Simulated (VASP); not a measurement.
# CaSe (Fm-3m) in VASP: a series of runs

One crystal, CaSe, is run at these levels: r2SCAN; tasks: single point.

Program: VASP 6.6.1. These are calculated values, not measurements. Logs are shortened: lines on timing, memory, paths and dates and some standing lists are left out, and cuts for length are marked.

## Step 1: The structure

Symmetry: Fm-3m, No. 225, cubic system. Conventional cell: a = 5.912 Å, b = 5.912 Å, c = 5.912 Å, α = 90.00°, β = 90.00°, γ = 90.00°. Se (site symmetry m-3m) has 6 Ca at 2.96 Å as nearest neighbours. Ca (site symmetry m-3m) is surrounded by 6 Se at 2.96 Å.

## Step 2: Single point, r2SCAN

File INCAR:

```
ADDGRID = F ; ALGO = Normal
EDIFF = 1E-6 ; ENCUT = 450
ISIF = 2 ; ISMEAR = 0
LASPH = T ; LCHARG = F
LMIXTAU = T ; LREAL = F
LWAVE = F ; METAGGA = R2SCAN
NBANDS = 15 ; NELM = 100
PREC = Accurate ; SIGMA = 0.05
```

File KPOINTS:

```
k-points
0
Gamma
  4 4 4
```

File POSCAR:

```
CaSe
1.0
    0.0000000000      2.9560000000      2.9560000000
    2.9560000000      0.0000000000      2.9560000000
    2.9560000000      2.9560000000      0.0000000000
Se Ca
1 1
Direct
    0.5137070000      0.4880300000      0.5023060000
    0.0084580000     -0.0027510000     -0.0091450000
```

Potentials or basis: VASP PAW PBE potentials, release 64 (Se, Ca_sv).

The run is started by

```
> cat potpaw_PBE.64/Se/POTCAR potpaw_PBE.64/Ca_sv/POTCAR > POTCAR
> mpirun -np 1 vasp_std > vasp.out
```

OUTCAR:

```text
EDIFF = 1E-6
   ENCUT = 450
   ISIF = 2
   ISMEAR = 0
   LASPH = T
   LREAL = F
   METAGGA = R2SCAN
   NELM = 100
   PREC = Accurate

 Found     36 irreducible k-points:

 Following reciprocal coordinates:
            Coordinates               Weight
  0.000000  0.000000  0.000000      1.000000
  0.250000  0.000000  0.000000      2.000000
  0.000000  0.250000  0.000000      2.000000
  0.000000  0.000000  0.250000      2.000000
  0.250000  0.250000  0.250000      2.000000
  0.500000  0.000000  0.000000      1.000000
   k-points           NKPTS =     36   k-points in BZ     NKDIM =     36   number of bands    NBANDS=     15
   number of dos      NEDOS =    301   number of ions     NIONS =      2
   total plane-waves  NPLWV =  27000
   dimension x,y,z NGX =    30 NGY =   30 NGZ =   30
   dimension x,y,z NGXF=    60 NGYF=   60 NGZF=   60
   ions per type =               1   1
   NGX,Y,Z   is equivalent  to a cutoff of  11.93, 11.93, 11.93 a.u.
   NGXF,Y,Z  is equivalent  to a cutoff of  23.86, 23.86, 23.86 a.u.
 SYSTEM =  unknown system
   PREC   = accura    normal or accurate (medium, high low for compatibility)
   ISTART =      0    job   : 0-new  1-cont  2-samecut
   ICHARG =      2    charge: 1-file 2-atom 10-const
   ISPIN  =      1    spin polarized calculation?
   LNONCOLLINEAR =      F non collinear calculations
   LSORBIT =      F    spin-orbit coupling
   LASPH  =      T    aspherical Exc in radial PAW
   ENCUT  =  450.0 eV  33.07 Ry    5.75 a.u.   7.23  7.23  7.23*2*pi/ulx,y,z
   NELM   =    100;   NELMIN=  2; NELMDL= -5     # of ELM steps
   EDIFF  = 0.1E-05   stopping-criterion for ELM
   LREAL  =      F    real-space projection
   EDIFFG = 0.1E-04   stopping-criterion for IOM
   NSW    =      0    number of steps for IOM
   IBRION =     -1    ionic relax: 0-MD 1-quasi-New 2-CG
   NFREE  =      0    steps in history (QN), initial steepest desc. (CG)
   ISIF   =      2    stress and relaxation
   ISYM   =      2    0-nonsym 1-usesym 2-fastsym
   POTIM  = 0.5000    time-step for ionic-motion
   TEBEG  =    0.0;   TEEND  =   0.0 temperature during run
   PSTRESS=    0.0 pullay stress
   NELECT =      16.0000    total number of electrons
   NUPDOWN=      -1.0000    fix difference up-down
   EMIN   =  10.00;   EMAX   =-10.00  energy-range for DOS
   EFERMI =   0.00;   METHOD = LEGACY
   ISMEAR =     0;   SIGMA  =   0.05  broadening in eV -4-tet -1-fermi 0-gaus
   EFERMI_NEDOS =   21; number of points for ismear=-14 and -15
   IALGO  =     38    algorithm
   IMIX   =      4    mixing-type and parameters
     AMIX     =   0.40;   BMIX     =  1.00
     AMIX_MAG =   1.60;   BMIX_MAG =  1.00
  volume/ion in A,a.u.               =      25.83       174.30
  Fermi-wavevector in a.u.,A,eV,Ry     =   1.107645  2.093145 16.692666  1.226876
  Thomas-Fermi vector in A             =   2.244161
   LORBIT       =      0    0 simple, 1 ext, 2 COOP (PROOUT), +10 PAW based schemes
   METAGGA = R2SCAN    functional components
   LHFCALC =     F    Hartree Fock is set to
   AEXX    =    0.0000 exact exchange contribution
   IVDW    =     0    specifies the selected vdW correction
   LEPSILON=     F    determine dielectric tensor
   LRPA    =     F    only Hartree local field effects (RPA)
 non-spin polarized calculation
 Gauss-broadening in eV      SIGMA  =   0.05
  energy-cutoff  :      450.00
  volume of cell :       51.66
 maximum number of plane-waves:      1139
 NGX is ok and might be reduce to    30
   NGX = 15   NGY = 15   NGZ = 15

 number of electron      16.0000001 magnetization

 Free energy of the ion-electron system (eV)
  ---------------------------------------------------
  ext. energy  EPLUGINS =         0.00000000
  ---------------------------------------------------
  free energy    TOTEN  =       -25.95832849 eV

  energy without entropy =      -25.95832849  energy(sigma->0) =      -25.95832849

 E-fermi :   2.4648     XC(G=0):  -9.5850

 val. band max:        2.1996852453   @ k =   0.0000   0.0000   0.0000
 cond. band min:       4.6855197525   @ k =   0.5000   0.0000   0.5000
 fundamental gap:      2.4858345071
 Fermi energy:         2.4647802371

 k-point     1 :       0.0000    0.0000    0.0000
  band No.  band energies     occupation
      1     -39.0964      2.00000
      2     -19.2086      2.00000
      3     -19.2080      2.00000
      4     -19.2080      2.00000
      5      -9.9945      2.00000
      6       2.1978      2.00000
      7       2.1996      2.00000
      8       2.1997      2.00000
      9       6.3452      0.00000
     10       6.4223      0.00000
     11       6.4275      0.00000
     12       6.4291      0.00000
     13       7.0228      0.00000
     14       7.0329      0.00000
     15      12.6681      0.00000

 k-point     2 :       0.2500    0.0000    0.0000
  band No.  band energies     occupation
      1     -39.0930      2.00000
      2     -19.2678      2.00000
      3     -19.2120      2.00000
      4     -19.2116      2.00000
      5      -9.6520      2.00000
      6       0.2315      2.00000
      7       1.5112      2.00000
      8       1.5132      2.00000
      9       6.4964      0.00000
     10       7.1797      0.00000
     11       7.1809      0.00000
     12       8.4569      0.00000
     13       8.4603      0.00000
     14       8.6706      0.00000
     15      12.3406      0.00000

 k-point     3 :       0.0000    0.2500    0.0000
  band No.  band energies     occupation
      1     -39.0930      2.00000
      2     -19.2678      2.00000
      3     -19.2119      2.00000
      4     -19.2116      2.00000
      5      -9.6520      2.00000
      6       0.2319      2.00000
      7       1.5103      2.00000
      8       1.5121      2.00000
      9       6.4987      0.00000
     10       7.1807      0.00000
     11       7.1819      0.00000
     12       8.4571      0.00000
     13       8.4602      0.00000
     14       8.6692      0.00000
     15      12.3376      0.00000

 k-point     4 :       0.0000    0.0000    0.2500
  band No.  band energies     occupation
      1     -39.0930      2.00000
      2     -19.2678      2.00000
      3     -19.2119      2.00000
      4     -19.2116      2.00000
      5      -9.6520      2.00000
      6       0.2321      2.00000
      7       1.5102      2.00000
      8       1.5107      2.00000
      9       6.5006      0.00000
     10       7.1819      0.00000
     11       7.1823      0.00000
     12       8.4583      0.00000
     13       8.4591      0.00000
     14       8.6680      0.00000
     15      12.3353      0.00000

 k-point     5 :       0.2500    0.2500    0.2500
  band No.  band energies     occupation
      1     -39.0930      2.00000
      2     -19.2677      2.00000
      3     -19.2120      2.00000
      4     -19.2116      2.00000
      5      -9.6520      2.00000
      6       0.2317      2.00000
      7       1.5107      2.00000
      8       1.5127      2.00000
      9       6.4975      0.00000
     10       7.1801      0.00000
     11       7.1814      0.00000
     12       8.4570      0.00000
     13       8.4603      0.00000
     14       8.6699      0.00000
     15      12.3391      0.00000

 k-point     6 :       0.5000    0.0000    0.0000
  band No.  band energies     occupation
      1     -39.0896      2.00000
      2     -19.3257      2.00000
      3     -19.2156      2.00000
      4     -19.2152      2.00000
      5      -9.2673      2.00000
      6      -1.0835      2.00000
      7       1.0096      2.00000
      8       1.0110      2.00000
      9       7.3124      0.00000
     10       8.2916      0.00000
     11       8.3148      0.00000
     12       8.3168      0.00000
     13      10.3375      0.00000
     14      10.3539      0.00000
     15      10.9592      0.00000

 [... further k-points ...]
[... 5 lines left out ...]
  --------------------------------------------------------------------------------------
  -------------------------------------------------------------------------------------
  Total        0.2883040      0.3436909      0.2905077     -0.0016952      0.0028957      0.0001678
  in kB        8.9416560     10.6594631      9.0100047     -0.0525752      0.0898100      0.0052032
  external PRESSURE =       9.5370413 kB  Pullay stress =       0.0000000 kB

 VOLUME and BASIS-vectors are now :
 -----------------------------------------------------------------------------
  energy-cutoff  :      450.00
  volume of cell :       51.66
      direct lattice vectors                 reciprocal lattice vectors
     0.000000000  2.956000000  2.956000000    -0.169147497  0.169147497  0.169147497
     2.956000000  0.000000000  2.956000000     0.169147497 -0.169147497  0.169147497
     2.956000000  2.956000000  0.000000000     0.169147497  0.169147497 -0.169147497

 POSITION                                       TOTAL-FORCE (eV/Angst)
 -----------------------------------------------------------------------------------
      2.92743      3.00333      2.96113        -0.021453     -0.165401      0.039508
      5.87684      2.95397      2.97287         0.021453      0.165401     -0.039508
 -----------------------------------------------------------------------------------
    total drift:                               -0.002515     -0.002561     -0.002960

  FREE ENERGIE OF THE ION-ELECTRON SYSTEM (eV)
  ---------------------------------------------------
  free  energy   TOTEN  =       -25.9583284921 eV

  energy  without entropy=      -25.9583284921  energy(sigma->0) =      -25.95832849
```

Run time: 93 s. Hardware: 1 thread of Intel Xeon Platinum 8488C (Sapphire Rapids), shared host; peak memory 0.18 GiB.

The run converged, but some of its settings lie outside the range that counts as converged, so its numbers aren't taken as properties of the crystal.

Results:

```yaml
Free_energy: -25.9583 eV
Pressure: 1.0 GPa
Largest_force: 0.171 eV/Å
Band_gap_on_the_k_mesh: 2.49 eV, indirect (least direct gap 3.43 eV)
```

Caveat: the k mesh is coarse (spacing up to 0.46 Å⁻¹), so the values aren't converged; the PAW data sets were made with another functional, which shifts forces and pressure a little.

## Step 3: Single point, r2SCAN

Edit INCAR of step 2 so:

```diff
@@ -1,3 +1,3 @@
 ADDGRID = F ; ALGO = Normal
-EDIFF = 1E-6 ; ENCUT = 450
+EDIFF = 1E-6 ; ENCUT = 300
 ISIF = 2 ; ISMEAR = 0
```

File KPOINTS:

```
k-points
0
Gamma
  5 5 5
```

File POSCAR:

```
CaSe
1.0
    0.0000000000      2.9560000000      2.9560000000
    2.9560000000      0.0000000000      2.9560000000
    2.9560000000      2.9560000000      0.0000000000
Se Ca
1 1
Direct
    0.5000000000      0.5000000000      0.5000000000
    0.0000000000      0.0000000000      0.0000000000
```

Potentials or basis: VASP PAW PBE potentials, release 64 (Se, Ca_sv).

The run is started by

```
> cat potpaw_PBE.64/Se/POTCAR potpaw_PBE.64/Ca_sv/POTCAR > POTCAR
> mpirun -np 1 vasp_std > vasp.out
```

OUTCAR:

```text
EDIFF = 1E-6
   ENCUT = 300
   ISIF = 2
   ISMEAR = 0
   LASPH = T
   LREAL = F
   METAGGA = R2SCAN
   NELM = 100
   PREC = Accurate

 Found     10 irreducible k-points:

 Following reciprocal coordinates:
            Coordinates               Weight
  0.000000  0.000000  0.000000      1.000000
  0.200000  0.000000  0.000000      8.000000
  0.400000  0.000000  0.000000      8.000000
  0.200000  0.200000  0.000000      6.000000
  0.400000  0.200000  0.000000     24.000000
 -0.400000  0.200000  0.000000     24.000000
   k-points           NKPTS =     10   k-points in BZ     NKDIM =     10   number of bands    NBANDS=     15
   number of dos      NEDOS =    301   number of ions     NIONS =      2
   total plane-waves  NPLWV =  13824
   dimension x,y,z NGX =    24 NGY =   24 NGZ =   24
   dimension x,y,z NGXF=    48 NGYF=   48 NGZF=   48
   ions per type =               1   1
   NGX,Y,Z   is equivalent  to a cutoff of   9.54,  9.54,  9.54 a.u.
   NGXF,Y,Z  is equivalent  to a cutoff of  19.09, 19.09, 19.09 a.u.
 SYSTEM =  unknown system
   PREC   = accura    normal or accurate (medium, high low for compatibility)
   ISTART =      0    job   : 0-new  1-cont  2-samecut
   ICHARG =      2    charge: 1-file 2-atom 10-const
   ISPIN  =      1    spin polarized calculation?
   LNONCOLLINEAR =      F non collinear calculations
   LSORBIT =      F    spin-orbit coupling
   LASPH  =      T    aspherical Exc in radial PAW
   ENCUT  =  300.0 eV  22.05 Ry    4.70 a.u.   5.90  5.90  5.90*2*pi/ulx,y,z
   NELM   =    100;   NELMIN=  2; NELMDL= -5     # of ELM steps
   EDIFF  = 0.1E-05   stopping-criterion for ELM
   LREAL  =      F    real-space projection
   EDIFFG = 0.1E-04   stopping-criterion for IOM
   NSW    =      0    number of steps for IOM
   IBRION =     -1    ionic relax: 0-MD 1-quasi-New 2-CG
   NFREE  =      0    steps in history (QN), initial steepest desc. (CG)
   ISIF   =      2    stress and relaxation
   ISYM   =      2    0-nonsym 1-usesym 2-fastsym
   POTIM  = 0.5000    time-step for ionic-motion
   TEBEG  =    0.0;   TEEND  =   0.0 temperature during run
   PSTRESS=    0.0 pullay stress
   NELECT =      16.0000    total number of electrons
   NUPDOWN=      -1.0000    fix difference up-down
   EMIN   =  10.00;   EMAX   =-10.00  energy-range for DOS
   EFERMI =   0.00;   METHOD = LEGACY
   ISMEAR =     0;   SIGMA  =   0.05  broadening in eV -4-tet -1-fermi 0-gaus
   EFERMI_NEDOS =   21; number of points for ismear=-14 and -15
   IALGO  =     38    algorithm
   IMIX   =      4    mixing-type and parameters
     AMIX     =   0.40;   BMIX     =  1.00
     AMIX_MAG =   1.60;   BMIX_MAG =  1.00
  volume/ion in A,a.u.               =      25.83       174.30
  Fermi-wavevector in a.u.,A,eV,Ry     =   1.107645  2.093145 16.692666  1.226876
  Thomas-Fermi vector in A             =   2.244161
   LORBIT       =      0    0 simple, 1 ext, 2 COOP (PROOUT), +10 PAW based schemes
   METAGGA = R2SCAN    functional components
   LHFCALC =     F    Hartree Fock is set to
   AEXX    =    0.0000 exact exchange contribution
   IVDW    =     0    specifies the selected vdW correction
   LEPSILON=     F    determine dielectric tensor
   LRPA    =     F    only Hartree local field effects (RPA)
 non-spin polarized calculation
 Gauss-broadening in eV      SIGMA  =   0.05
  energy-cutoff  :      300.00
  volume of cell :       51.66
 maximum number of plane-waves:       620
   NGX = 11   NGY = 11   NGZ = 11

 number of electron      15.9999991 magnetization

 Free energy of the ion-electron system (eV)
  ---------------------------------------------------
  ext. energy  EPLUGINS =         0.00000000
  ---------------------------------------------------
  free energy    TOTEN  =       -25.97996951 eV

  energy without entropy =      -25.97996951  energy(sigma->0) =      -25.97996951

 E-fermi :   2.4634     XC(G=0):  -9.5869

 val. band max:        2.1972006722   @ k =   0.0000   0.0000   0.0000
 cond. band min:       4.8093698278   @ k =   0.4000   0.4000   0.0000
 fundamental gap:      2.6121691556
 Fermi energy:         2.4633982428

 k-point     1 :       0.0000    0.0000    0.0000
  band No.  band energies     occupation
      1     -39.0946      2.00000
      2     -19.2076      2.00000
      3     -19.2075      2.00000
      4     -19.2075      2.00000
      5     -10.0007      2.00000
      6       2.1972      2.00000
      7       2.1972      2.00000
      8       2.1972      2.00000
      9       6.3496      0.00000
     10       6.4221      0.00000
     11       6.4221      0.00000
     12       6.4222      0.00000
     13       7.0215      0.00000
     14       7.0215      0.00000
     15      12.6791      0.00000
[... 73 lines left out ...]
 k-point     6 :      -0.4000    0.2000    0.0000
  band No.  band energies     occupation
      1     -39.0869      2.00000
      2     -19.3045      2.00000
      3     -19.2397      2.00000
      4     -19.2198      2.00000
      5      -9.2895      2.00000
      6      -0.6860      2.00000
      7       0.5841      2.00000
      8       1.0039      2.00000
      9       7.2691      0.00000
     10       7.8482      0.00000
     11       8.1796      0.00000
     12       8.8196      0.00000
     13       9.5570      0.00000
     14       9.8124      0.00000
     15      11.6216      0.00000

 [... further k-points ...]
[... 5 lines left out ...]
  --------------------------------------------------------------------------------------
  -------------------------------------------------------------------------------------
  Total        0.2601740      0.2601740      0.2601740     -0.0000000      0.0000000      0.0000000
  in kB        8.0692144      8.0692144      8.0692144     -0.0000000      0.0000000      0.0000000
  external PRESSURE =       8.0692144 kB  Pullay stress =       0.0000000 kB

 VOLUME and BASIS-vectors are now :
 -----------------------------------------------------------------------------
  energy-cutoff  :      300.00
  volume of cell :       51.66
      direct lattice vectors                 reciprocal lattice vectors
     0.000000000  2.956000000  2.956000000    -0.169147497  0.169147497  0.169147497
     2.956000000  0.000000000  2.956000000     0.169147497 -0.169147497  0.169147497
     2.956000000  2.956000000  0.000000000     0.169147497  0.169147497 -0.169147497

 POSITION                                       TOTAL-FORCE (eV/Angst)
 -----------------------------------------------------------------------------------
      2.95600      2.95600      2.95600         0.000000      0.000000     -0.000000
      0.00000      0.00000      0.00000        -0.000000      0.000000      0.000000
 -----------------------------------------------------------------------------------
    total drift:                                0.000000     -0.000000     -0.000000

  FREE ENERGIE OF THE ION-ELECTRON SYSTEM (eV)
  ---------------------------------------------------
  free  energy   TOTEN  =       -25.9799695146 eV

  energy  without entropy=      -25.9799695146  energy(sigma->0) =      -25.97996951
```

stdout:

```text
POSCAR found type information on POSCAR SeCa
 POSCAR found :  2 types and       2 ions
 scaLAPACK will be used
 -----------------------------------------------------------------------------
|                                                                             |
|                                                                             |
|     You enforced a specific xc type in the INCAR file but a different       |
|     I HOPE YOU KNOW WHAT YOU ARE DOING!                                     |
|                                                                             |
 -----------------------------------------------------------------------------

 LDA part: xc-table for (None), standard interpolation
 POSCAR, INCAR and KPOINTS ok, starting setup
 FFT: planning ... GRIDC
 FFT: planning ... GRID_SOFT
 FFT: planning ... GRID
 WAVECAR not read
 entering main loop
```

Run time: 20 s. Hardware: 1 thread of Intel Xeon Platinum 8488C (Sapphire Rapids), shared host; peak memory 0.14 GiB.

These settings aren't checked as converged: the numbers below hold their error.

Results:

- Free energy: -25.9800 eV
- Band gap on the k mesh: 2.61 eV, indirect (least direct gap 3.51 eV)

Caveat: the cutoff is under 1.25 times the usual one of these potentials, so pressure, stress and relaxed cells hold a basis-set (Pulay) error; the PAW data sets were made with another functional, which shifts forces and pressure a little; an odd mesh through Γ misses points on the zone boundary, where band edges often lie.

## Step 4: Single point, r2SCAN

INCAR is that of step 3.

KPOINTS is that of step 3.

File POSCAR:

```
CaSe
1.0
    0.0000000000      2.9560000000      2.9560000000
    2.9560000000      0.0000000000      2.9560000000
    2.9560000000      2.9560000000      0.0000000000
Se Ca
1 1
Direct
    0.5137070000      0.4880300000      0.5023060000
    0.0084580000     -0.0027510000     -0.0091450000
```

The run is started by

```
> cat potpaw_PBE.64/Se/POTCAR potpaw_PBE.64/Ca_sv/POTCAR > POTCAR
> mpirun -np 1 vasp_std > vasp.out
```

Wall time 54 s (1 thread of Intel Xeon Platinum 8488C (Sapphire Rapids), shared host); peak memory 0.15 GiB.

These settings aren't checked as converged: the numbers below hold their error.

What came out:

```
Free energy            : -25.9752 eV
Largest force          : 0.175 eV/Å
Band gap on the k mesh : 2.62 eV, indirect (least direct gap 3.51 eV)
```

Caveat: the cutoff is under 1.25 times the usual one of these potentials, so pressure, stress and relaxed cells hold a basis-set (Pulay) error; the PAW data sets were made with another functional, which shifts forces and pressure a little; an odd mesh through Γ misses points on the zone boundary, where band edges often lie.
